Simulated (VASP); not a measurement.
Crystal: Cu3Au (Auricupride).

```
Au Cu
1.0
     3.74000    0.00000    0.00000
     0.00000    3.74000    0.00000
     0.00000    0.00000    3.74000
Au Cu
1 3
Cartesian
  0.0000 0.0000 0.0000
  1.8700 1.8700 0.0000
  1.8700 0.0000 1.8700
  0.0000 1.8700 1.8700
```

Base run:

* Program: VASP 6.6.1
* Functional: r2SCAN
* Potentials or basis: VASP PAW PBE potentials, release 64 (Au, Cu)
* Cutoff: 520 eV
* k mesh: 5 × 5 × 5
* Occupations: fermi-dirac, width 0.05 eV
* Spin: spin-orbit coupling, no magnetisation

Its results: pressure -0.3 GPa.

**Question.** The run is repeated on the same cell with these changes: functional from r2SCAN to SCAN; further incar settings from ALGO = Normal; EDIFF = 1e-06 to ALGO = Normal; EDIFF = 1e-06; NBANDS = 58. What comes out?

**Answer.** Pressure -3.9 GPa.

Caveats: the PAW data sets were made with another functional, which shifts forces and pressure a little.
